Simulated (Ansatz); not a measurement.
Theory: DFT PBE, scalar-relativistic, plane waves, PAW (Ansatz). All cells share a 420 eV cutoff and Γ-centred k meshes spaced at most about 0.3 Å⁻¹ (about 0.25 or finer for metals, 2π included). No spin polarisation in the final relaxations.

All energies are static (0 K, no zero-point motion).

Two forms of Li were relaxed alike.

A.

```cif
data_structure
_symmetry_space_group_name_H-M 'Fm-3m'
_symmetry_Int_Tables_number 225
_cell_length_a 6.6393
_cell_length_b 6.6393
_cell_length_c 6.6393
_cell_angle_alpha 90.000
_cell_angle_beta 90.000
_cell_angle_gamma 90.000
_cell_volume 292.67
loop_
_atom_site_label
_atom_site_type_symbol
_atom_site_symmetry_multiplicity
_atom_site_Wyckoff_symbol
_atom_site_fract_x
_atom_site_fract_y
_atom_site_fract_z
_atom_site_occupancy
Li1 Li 8 c 0.25000 0.75000 0.75000 1
Li2 Li 4 b 0.50000 0.00000 0.00000 1
```

B.

```cif
data_structure
_symmetry_space_group_name_H-M 'Pm-3m'
_symmetry_Int_Tables_number 221
_cell_length_a 2.7309
_cell_length_b 2.7309
_cell_length_c 2.7309
_cell_angle_alpha 90.000
_cell_angle_beta 90.000
_cell_angle_gamma 90.000
_cell_volume 20.37
loop_
_atom_site_label
_atom_site_type_symbol
_atom_site_symmetry_multiplicity
_atom_site_Wyckoff_symbol
_atom_site_fract_x
_atom_site_fract_y
_atom_site_fract_z
_atom_site_occupancy
Li1 Li 1 b 0.50000 0.50000 0.50000 1
```

Task: Which would you expect to be lower, and how large is the difference?

Result: B is lower, by 116 meV/atom. A has space group Fm-3m (No. 225), 24.4 Å³/atom and no gap on its mesh; B has the simple cubic type, space group Pm-3m (No. 221), 20.4 Å³/atom and no gap. Counting all near atoms (those within 1.25 times the shortest distance at each site; a plus sign parts nearer from farther groups; a slash parts the counts of unlike sites), A has Li 8/4+6 and B has Li 6. The denser one is the lower, and pressure would at first widen the difference. In A, Li on a site of symmetry -43m is surrounded by 4 Li at 2.87 Å and 6 Li at 3.32 Å; around Li on a site of symmetry m-3m lie 8 Li at 2.87 Å. In B, Li is surrounded by 6 Li at 2.73 Å. Both come from invented guesses. The part of the Crystallography Open Database at hand lists Li in space groups No. 166, 191, 194, 225, 229; sharing a group (Fm-3m) doesn't make a cell the listed structure.

Cells relaxed within their symmetry can be saddle points.
